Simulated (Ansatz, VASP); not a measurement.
## H2C18N in VASP and in Ansatz

```xyz
21
Lattice="7.3980 0.0000 0.0000 -3.6990 6.4069 0.0000 0.0000 0.0000 12.0000" Properties=species:S:1:pos:R:3 pbc="T T T"
C     0.1226   -0.0160    0.8505
C     1.3548    0.7004    0.8960
C    -1.1093    2.1179    0.8505
C     0.1271    2.8268    0.8962
C    -2.3379    4.2573    0.9241
C    -1.1097    4.9664    0.9194
C     2.5890   -0.0210    0.9205
C     3.8242    0.7022    0.8996
C     1.3414    2.1103    0.9722
C     2.5910    2.8316    1.4075
C     0.1195    4.2564    0.9208
C     1.3634    4.9645    0.9001
C     5.0582   -0.0151    0.8502
C     6.2882    0.6951    0.8455
C     3.8424    2.1097    0.9774
C     5.0523    2.8282    0.9024
C     2.5913    4.2764    0.9779
C     3.8185    4.9650    0.9027
N     2.6516    2.8660    2.8798
H     2.6679    1.9144    3.2631
H     1.8358    3.3554    3.2637
```

Alike in both runs: functional LDA; k mesh 2 × 2 × 1; occupations gaussian, width 0.02 eV; collinear spin.

Ansatz relaxed the structure, and its values are those at the end. VASP's run is a single point on that final structure, the one shown.

```csv
,VASP,Ansatz
version,VASP 6.6.1,Ansatz 0.2.0
potentials or method,"VASP PAW LDA potentials, release 64 (C, N, H)","scalar-relativistic, plane waves, PAW"
plane-wave cutoff (eV),520,420
valence electrons in the cell,79,79
```

|  | VASP | Ansatz | Ansatz less VASP |
| --- | --- | --- | --- |
| rms of the force components (eV/Å) | 0.013 | 0.004 | -0.0094 |
| net moment per atom (μB) | 0.00 | 0.00 | 0.000 |

Ansatz warned: «filled_band_counts_differ_across_k_points».

Caveats: the k mesh is coarse (spacing up to 0.49 Å⁻¹), so the values aren't converged.
